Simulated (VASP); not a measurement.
Wanted: the native input for a VASP 6.6.1 run.

| Quantity | Value |
| --- | --- |
| Task | relaxation of cell and atoms |
| Functional | BLYP |
| Dispersion | D4 |
| Potentials or basis | VASP PAW PBE potentials, release 64 (Ge_d) |
| Cutoff | 600 eV |
| k mesh | 8 × 8 × 8 |
| Occupations | fermi-dirac, width 0.05 eV |
| Spin | no spin polarisation |
| Further INCAR settings | ALGO = Normal; EDIFF = 1e-07; IBRION = 2; EDIFFG = -0.01; NSW = 60; ISIF = 3 |

The structure of Ge lies in POSCAR:

```
Ge
1.0
    0.0000000000      2.8289100000      2.8289100000
    2.8289100000      0.0000000000      2.8289100000
    2.8289100000      2.8289100000      0.0000000000
Ge
2
Direct
    0.7500000000      0.7500000000      0.7500000000
    0.5000000000      0.5000000000      0.5000000000
```

These files were run (other wordings do the same):

INCAR

```
SYSTEM = Ge
  PREC = Accurate
  ENCUT = 600
  EDIFF = 1E-7
  ISMEAR = -1
  SIGMA = 0.05
  LREAL = .False.
  LASPH = .True.
  NELM = 60
  ALGO = Normal
  ISIF = 3
  LWAVE = .False.
  LCHARG = .False.
  GGA = B5
  ALDAX = 1.0
  AGGAX = 1.0
  AGGAC = 1.0
  ALDAC = 0.0
  IVDW = 13
  VDW_S6 = 1.0
  VDW_S8 = 2.34076671
  VDW_A1 = 0.44488865
  VDW_A2 = 4.0933009
  IBRION = 2
  NSW = 60
  EDIFFG = -0.01
```

KPOINTS

```
regular mesh
0
Gamma
  8 8 8
  0 0 0
```

Potentials or basis: VASP PAW PBE potentials, release 64 (Ge_d).

Run with:

```console
$ cat potpaw_PBE.64/Ge_d/POTCAR > POTCAR
$ mpirun -np 1 vasp_std > vasp.out
```

Results of the run:

The relaxed volume is 23.69 Å³/atom and the relaxed cell is a = 4.061 Å, b = 4.061 Å, c = 4.061 Å, α = 60.00°, β = 60.00°, γ = 60.00°. The space group after relaxing (to 0.05 Å) is Fd-3m (No. 227). The energy gained by relaxing is 9.2 meV/atom, the ionic steps are 3 and the pressure after relaxing is 0.0 GPa. The band gap on the k mesh is none (metal or under the smearing width). The dispersion energy per atom is -0.591 eV.

Caveat: the PAW data sets were made with another functional, which shifts forces and pressure a little; pairwise dispersion overbinds metals, which lowers pressure and volume; this crystal is a semiconductor, whose small gap the functional closes, so the metal is an error of the method.

Run time: 89 s on 1 thread of Intel(R) Xeon(R) Platinum 8175M CPU @ 2.50GHz (Skylake/Cascade Lake) (shared host), peak memory 0.19 GiB.
